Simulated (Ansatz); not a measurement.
**BaS: the band gap up the ladder of functionals**

The task here is to estimate one member of a computed series from the others.

The runs shown are made with Ansatz 0.2.0. PAW datasets, plane waves. (Simulation; spin polarisation is off.)

## The structure to begin with

The cell was relaxed beforehand with r2SCAN.

It is cubic, Fm-3m (No. 225); conventional cell a = 6.424 Å, 33.14 Å³ an atom. Around Ba lie 6 S at 3.21 Å; around S lie 6 Ba at 3.21 Å.

Coordinates:

Space group Fm-3m (No. 225). a = 6.424 Å, b = 6.424 Å, c = 6.424 Å, α = 90.00°, β = 90.00°, γ = 90.00°
| atom | site | symmetry | x | y | z |
| --- | --- | --- | --- | --- | --- |
| Ba | 4a | m-3m | 0.0000 | 0.0000 | 0.0000 |
| S | 4b | m-3m | 0.5000 | 0.0000 | 0.0000 |

Set-up of the first run:

Contents of input.yaml:

```yaml
crystal:
  lattice:
    - [0.0, 3.2119099333, 3.2119099333]
    - [3.2119099333, 0.0, 3.2119099333]
    - [3.2119099333, 3.2119099333, 0.0]
  atoms:
    - { symbol: Ba, position: [0.0, 0.0, 0.0] }
    - { symbol: S, position: [0.5, 0.5, 0.5] }
kpoints:
  mp_grid: { grid: [8, 8, 8] }
  band_path:
    path:
      - [[0.0, 0.0, 0.0], [0.5, 0.0, 0.5], [0.625, 0.25, 0.625]]
      - [[0.375, 0.375, 0.75], [0.0, 0.0, 0.0], [0.5, 0.5, 0.5], [0.5, 0.25, 0.75], [0.5, 0.0, 0.5]]
    npoints: 10
hamiltonian:
  xc: pbe
scf:
  occupations: { method: fermi_dirac, width: 0.02 }
  n_extra_bands: 4
output:
  forces: true
  stress: true
  eigenvalues: true
```

Command:

```sh
> ansatz run input.yaml --threads 2 --pin off --max-ram 2211MiB --backend cpu --events-out ev --progress --plain --runs-dir out
```

Steps of the session up to this table: Band structure with PBE; r2SCAN; Single point with HSE06; PBE+SOC at the same geometry; PBE0; LDA at the same geometry; Quasiparticle levels, G0W0@PBE; G0W0 on PBE; Single point with DDH-PBE0; Single point with HSE06+SOC; Hartree-Fock; r2SCANh at the same geometry.

One table of the session follows, with a row left open; its other results are not shown here.

| level | gap (eV) |
| --- | --- |
| PBE | 2.23 |
| r2SCAN | 2.58 |
| HSE06 | 3.14 |
| PBE+SOC | 2.19 |
| PBE0 | ? |
| LDA | 2.03 |
| G0W0@PBE (197 empty bands) | 3.42 |
| G0W0@PBE (491 empty bands) | 3.53 |
| DDH-PBE0 | 3.57 |
| HSE06+SOC | 3.09 |
| Hartree-Fock | 9.12 |
| r2SCANh | 3.15 |

**Question.** Estimate the row for PBE0.

**Answer.** gap (eV): 3.83. In the column «gap (eV)» it lies between DDH-PBE0 (3.57) and Hartree-Fock (9.12).

Meshes: PBE 8×8×8, r2SCAN 8×8×8, HSE06 6×6×6, PBE+SOC 8×8×8, PBE0 6×6×6, LDA 8×8×8, DDH-PBE0 6×6×6, HSE06+SOC 4×4×4, Hartree-Fock 6×6×6, r2SCANh 6×6×6

To keep in mind: Warnings in the runs' records: stress exchange threshold loose, stress scf threshold loose.
